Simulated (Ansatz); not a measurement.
# Si48C47: the cost of one run

Method: density functional theory in Ansatz 0.2.0, PAW datasets, plane waves.

3 further runs of the same task are left out: 1 for a known fault of the program, 2 set aside as unsound or not needed.

### 1 The system as built

95 atoms (48 Si, 47 C); a = 9.234 Å, b = 10.663 Å, c = 10.076 Å, α = 90.00°, β = 90.00°, γ = 90.00°. All atoms were shaken off their sites by about 0.02 Å along each axis. Defect site 1: (0.500, 0.417, 0.438). Starting moments add up to 1 μB.

Steps to follow: (2) PBEsol relaxation at the single k point (¼, ¼, ¼), on 1 × NVIDIA GB300 Max-Q with 32 threads of Arm Neoverse-V2; (3) HSE06 single point at the single k point (¼, ¼, ¼), on 1 × NVIDIA GB300 Max-Q with 32 threads of Arm Neoverse-V2; (4) r²SCAN single point at the single k point (¼, ¼, ¼), on 1 × NVIDIA GB300 Max-Q with 32 threads of Arm Neoverse-V2.

### 2 Relaxation of the positions (PBEsol)

Input file in.yaml:

```yaml
crystal:
  lattice:
    - [9.234204, 0.000000, 0.000000]
    - [0.000000, 10.662740, 0.000000]
    - [0.000000, 0.000000, 10.075947]
  atoms:
    - { symbol: Si, position: [0.000137, 0.000730, 0.500688] }
    - { symbol: Si, position: [0.330670, 0.000015, 0.501815] }
    - { symbol: Si, position: [0.164733, 0.252535, 0.501335] }
    - { symbol: Si, position: [0.997524, 0.501728, 0.500318] }
    - { symbol: Si, position: [0.665592, 0.002378, 0.497528] }
    - { symbol: Si, position: [0.500551, 0.248207, 0.499578], spin: 0.25 }
    - { symbol: Si, position: [0.331877, 0.501625, 0.496645], spin: 0.25 }
    - { symbol: Si, position: [0.166163, 0.749908, 0.502872] }
    - { symbol: Si, position: [0.833286, 0.248937, 0.500555] }
    - { symbol: Si, position: [0.666262, 0.498714, 0.501968], spin: 0.25 }
    - { symbol: Si, position: [0.501268, 0.748316, 0.500070] }
    - { symbol: Si, position: [0.830164, 0.751350, 0.501729] }
    - { symbol: Si, position: [0.999121, 0.168959, 0.248558] }
    - { symbol: Si, position: [0.335070, 0.163556, 0.248089] }
    - { symbol: Si, position: [0.168955, 0.416731, 0.252018] }
    - { symbol: Si, position: [0.997677, 0.667988, 0.251532] }
    - { symbol: Si, position: [0.668606, 0.162917, 0.252570] }
    - { symbol: Si, position: [0.504646, 0.416828, 0.251481], spin: 0.25 }
    - { symbol: Si, position: [0.331890, 0.667106, 0.253235] }
    - { symbol: Si, position: [0.166193, 0.917829, 0.250591] }
    - { symbol: Si, position: [0.834864, 0.416997, 0.249956] }
    - { symbol: Si, position: [0.666566, 0.671140, 0.248106] }
    - { symbol: Si, position: [0.498002, 0.914689, 0.248767] }
    - { symbol: Si, position: [0.830718, 0.914584, 0.253507] }
    - { symbol: Si, position: [0.167081, 0.082153, 0.749117] }
    - { symbol: Si, position: [0.999573, 0.337100, 0.749237] }
    - { symbol: Si, position: [0.499373, 0.083074, 0.746760] }
    - { symbol: Si, position: [0.334048, 0.331814, 0.747657] }
    - { symbol: Si, position: [0.167763, 0.584245, 0.748993] }
    - { symbol: Si, position: [0.999435, 0.832029, 0.749323] }
    - { symbol: Si, position: [0.836808, 0.083531, 0.747481] }
    - { symbol: Si, position: [0.670683, 0.336612, 0.748572] }
    - { symbol: Si, position: [0.500799, 0.582087, 0.750964] }
    - { symbol: Si, position: [0.333143, 0.834321, 0.747338] }
    - { symbol: Si, position: [0.830940, 0.587119, 0.750887] }
    - { symbol: Si, position: [0.667117, 0.831878, 0.750160] }
    - { symbol: Si, position: [0.998648, 0.997306, 0.002625] }
    - { symbol: Si, position: [0.336209, 0.000183, 0.999238] }
    - { symbol: Si, position: [0.169729, 0.248066, 0.998376] }
    - { symbol: Si, position: [0.003050, 0.500970, 0.998969] }
    - { symbol: Si, position: [0.664682, 0.998578, 0.000558] }
    - { symbol: Si, position: [0.500539, 0.246764, 0.998984] }
    - { symbol: Si, position: [0.333830, 0.499513, 0.999286] }
    - { symbol: Si, position: [0.166007, 0.750745, 0.996555] }
    - { symbol: Si, position: [0.831174, 0.247915, 0.999607] }
    - { symbol: Si, position: [0.667836, 0.500891, 0.001426] }
    - { symbol: Si, position: [0.504299, 0.748559, 0.002214] }
    - { symbol: Si, position: [0.835155, 0.752214, 0.996795] }
    - { symbol: C, position: [0.004289, 0.004097, 0.189170] }
    - { symbol: C, position: [0.334893, 0.001439, 0.189042] }
    - { symbol: C, position: [0.168140, 0.251089, 0.188756] }
    - { symbol: C, position: [0.999167, 0.501753, 0.186509] }
    - { symbol: C, position: [0.673689, 0.000289, 0.183545] }
    - { symbol: C, position: [0.501750, 0.248357, 0.186169] }
    - { symbol: C, position: [0.332645, 0.498643, 0.185366] }
    - { symbol: C, position: [0.164810, 0.751718, 0.186028] }
    - { symbol: C, position: [0.836118, 0.252571, 0.182882] }
    - { symbol: C, position: [0.667487, 0.499593, 0.189159] }
    - { symbol: C, position: [0.496831, 0.751755, 0.184899] }
    - { symbol: C, position: [0.827995, 0.752292, 0.189505] }
    - { symbol: C, position: [0.000668, 0.999277, 0.690863] }
    - { symbol: C, position: [0.332375, 0.000186, 0.688678] }
    - { symbol: C, position: [0.168541, 0.247846, 0.687293] }
    - { symbol: C, position: [0.000921, 0.495544, 0.687280] }
    - { symbol: C, position: [0.662680, 0.001098, 0.686798] }
    - { symbol: C, position: [0.501353, 0.249179, 0.688585] }
    - { symbol: C, position: [0.334009, 0.501824, 0.685677] }
    - { symbol: C, position: [0.164066, 0.752499, 0.689524] }
    - { symbol: C, position: [0.833770, 0.247848, 0.687837] }
    - { symbol: C, position: [0.670926, 0.499479, 0.686768] }
    - { symbol: C, position: [0.501974, 0.750338, 0.688810] }
    - { symbol: C, position: [0.834636, 0.747809, 0.688505] }
    - { symbol: C, position: [0.997310, 0.167819, 0.436232] }
    - { symbol: C, position: [0.331759, 0.168151, 0.441026] }
    - { symbol: C, position: [0.165510, 0.416050, 0.439010] }
    - { symbol: C, position: [0.000415, 0.669641, 0.442066] }
    - { symbol: C, position: [0.665149, 0.165440, 0.438174] }
    - { symbol: C, position: [0.333284, 0.669777, 0.437606] }
    - { symbol: C, position: [0.165368, 0.917950, 0.437426] }
    - { symbol: C, position: [0.831993, 0.418965, 0.439551] }
    - { symbol: C, position: [0.664963, 0.667352, 0.438851] }
    - { symbol: C, position: [0.498181, 0.917101, 0.438509] }
    - { symbol: C, position: [0.834608, 0.916022, 0.441133] }
    - { symbol: C, position: [0.166216, 0.084184, 0.934102] }
    - { symbol: C, position: [0.996315, 0.334387, 0.936546] }
    - { symbol: C, position: [0.498215, 0.082216, 0.938589] }
    - { symbol: C, position: [0.333581, 0.333342, 0.938417] }
    - { symbol: C, position: [0.167153, 0.584815, 0.940233] }
    - { symbol: C, position: [0.999541, 0.833297, 0.938166] }
    - { symbol: C, position: [0.830977, 0.081218, 0.940271] }
    - { symbol: C, position: [0.668357, 0.333279, 0.937993] }
    - { symbol: C, position: [0.497075, 0.583202, 0.938333] }
    - { symbol: C, position: [0.333654, 0.835155, 0.937738] }
    - { symbol: C, position: [0.831039, 0.579472, 0.939561] }
    - { symbol: C, position: [0.668457, 0.834442, 0.938715] }
  symmetry: { detect: false }
kpoints:
  mp_grid: { grid: [1, 1, 1], shift: [0.25, 0.25, 0.25] }
hamiltonian:
  xc: pbesol
total_charge: -1
magnetization:
  spin_polarized: true
scf:
  occupations: { method: fermi_dirac, width: 0.01 }
relax:
  f_tol: 0.03
  max_steps: 80
  escape_saddle: false
  adjacent_minimum: "off"
output:
  forces: true
  eigenvalues: true
  populations: true
  charged_corrections: { epsilon: 9.7 }
```

The run is started by

```sh
$ ansatz run in.yaml --threads 32 --pin off --max-ram 171000MiB --runs-dir r --events-out ev --progress --plain --backend cuda --devices 0,
```

**Question.** How long does this run take on 1 × NVIDIA GB300 Max-Q with 32 threads of Arm Neoverse-V2, shared host, and how much memory does it need?

About 6.9 s, with a peak of 2 GiB on the host.
